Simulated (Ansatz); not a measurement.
# WC under changes of volume

One of the cells (10.542 Å³/atom); the others are scaled copies at fixed shape and fractional positions:

```
W C
1.0
     0.00000    2.19268    2.19268
     2.19268    0.00000    2.19268
     2.19268    2.19268    0.00000
W C
1 1
Cartesian
  0.0000 0.0000 0.0000
  2.1927 2.1927 2.1927
```

Measurements of this composition are mostly on another form, of space group No. 187.

| Property | Result |
| --- | --- |
| Program | Ansatz 0.2.0 |
| Functional | PBEsol |
| Potentials or basis | Ansatz PAW |
| Cutoff | 420 eV (not typed: the program's choice for these potentials) |
| k mesh | 10 × 10 × 10 |
| Occupations | fermi-dirac, width 0.05 eV |
| Spin | no spin polarisation |

```csv
volume (Å³/atom),energy over the lowest point (meV/atom),pressure (GPa)
9.910,13.99,14.3
10.120,1.34,5.2
10.331,0.00,-2.9
10.542,8.78,-10.2
10.753,26.70,-16.8
10.964,?,?
11.175,86.06,-27.9
```

What does the run at 10.964 Å³/atom give?

Energy over the lowest point 52.70 meV/atom; pressure -22.6 GPa.

Worked out: A Birch-Murnaghan fit of order 3 (a polynomial in V^(-2/3)) to the other rows has its minimum at 10.25 Å³/atom with B0 = V·E''(V) = 391 GPa and B' = 4.4. It gives 52.74 meV/atom at 10.964 Å³/atom, against the run's 52.70, and -dE/dV = -22.6 GPa, against -22.6.

Energies are extrapolated to zero smearing.

Caveats: the PAW data sets come from PBE, with cores solved anew for the run's functional, which leaves a small shift of forces and pressure.
